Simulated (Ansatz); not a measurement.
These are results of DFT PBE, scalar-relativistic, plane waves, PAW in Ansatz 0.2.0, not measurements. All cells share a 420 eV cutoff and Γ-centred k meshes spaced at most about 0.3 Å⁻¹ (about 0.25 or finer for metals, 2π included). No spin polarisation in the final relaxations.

All energies are static (0 K, no zero-point motion). Lower structures may exist.

Question: Which of these relaxed structures of Si₂W is the lowest in energy?
A. Space group I4/mmm (No. 139), tetragonal, a = 3.229 Å, c = 7.867 Å. Si is surrounded by 5 Si at 2.60–2.64 Å, 5 W at 2.63 Å and 4 Si at 3.23 Å; around W lie 10 Si at 2.63 Å and 4 W at 3.23 Å.
B. Space group P6_222 (No. 180), hexagonal, a = 4.614 Å, c = 6.646 Å. Si is surrounded by 5 Si at 2.57–2.69 Å, 5 W at 2.59–2.69 Å and 4 Si at 3.17–3.23 Å; W has 10 Si at 2.59–2.69 Å and 4 W at 3.20 Å.

Answer: A. It has space group I4/mmm (No. 139); the next, B, with space group P6_222 (No. 180), lies 68 meV/atom higher. Counting Si atoms around W (those within 1.25 times the shortest such distance or 1.15 times the sum of covalent radii), the lowest and the next both have W 10.

Spin–orbit coupling, which can matter for W, is left out. The I4/mmm cell at 13.7 Å³/atom was relaxed from a cell as deposited in COD. The P6_222 cell at 13.6 Å³/atom was relaxed from a Materials Project cell. Some candidate types were left out of the draw beforehand, so a known form may be missing.
